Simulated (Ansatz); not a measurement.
The system is AlRu.

```
CELL_PARAMETERS angstrom
2.99160 0.00000 0.00000
0.00000 2.99160 0.00000
0.00000 0.00000 2.99160
ATOMIC_POSITIONS crystal
Ru 0.50000 0.50000 0.50000
Al 0.00000 0.00000 0.00000
```

Base run:

| Item | Value |
| --- | --- |
| Program | Ansatz 0.2.0 |
| Functional | LDA |
| Potentials or basis | Ansatz PAW |
| Cutoff | 420 eV (not typed: the program's choice for these potentials) |
| k mesh | 7 × 7 × 7 |
| Occupations | fermi-dirac, width 0.05 eV |
| Spin | spin-orbit coupling, no magnetisation |

Its results: band gap on the k mesh none (metal or under the smearing width); pressure -8.1 GPa.

Q: The run is repeated on the same cell with these changes: functional from LDA to PBE. What comes out?

A: Band gap on the k mesh none (metal or under the smearing width); pressure 2.6 GPa.

PBE binds less tightly than LDA, so the same cell stands under more pressure.

Caveats: the PAW data sets come from PBE, with cores solved anew for the run's functional, which leaves a small shift of forces and pressure (some runs).
